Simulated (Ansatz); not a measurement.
TePb under changes of volume

One of the cells (33.730 Å³/atom); the others are scaled copies at fixed shape and fractional positions:

```
CELL_PARAMETERS angstrom
0.00000 3.23100 3.23100
3.23100 0.00000 3.23100
3.23100 3.23100 0.00000
ATOMIC_POSITIONS crystal
Pb 0.00000 0.00000 0.00000
Te 0.50000 0.50000 0.50000
```

| Item | Value |
| --- | --- |
| Program | Ansatz 0.2.0 |
| Functional | LDA |
| Potentials or basis | Ansatz PAW |
| Cutoff | 420 eV (not typed: the program's choice for these potentials) |
| k mesh | 7 × 7 × 7 |
| Occupations | fermi-dirac, width 0.05 eV |
| Spin | no spin polarisation |

```csv
volume (Å³/atom),energy over the lowest point (meV/atom),pressure (GPa)
31.706,?,?
32.380,0.00,0.1
33.055,1.68,-0.9
33.730,7.20,-1.7
34.404,16.14,-2.5
35.079,28.14,-3.2
35.753,42.87,-3.8
```

Q: What does the run at 31.706 Å³/atom give?

A: Energy over the lowest point 2.65 meV/atom; pressure 1.2 GPa.

Worked out: A Birch-Murnaghan fit of order 3 (a polynomial in V^(-2/3)) to the other rows has its minimum at 32.44 Å³/atom with B0 = V·E''(V) = 48 GPa and B' = 4.4. It gives 2.61 meV/atom at 31.706 Å³/atom, against the run's 2.65, and -dE/dV = 1.2 GPa, against 1.2.

Energies are extrapolated to zero smearing.

Caveats: the PAW data sets come from PBE, with cores solved anew for the run's functional, which leaves a small shift of forces and pressure.
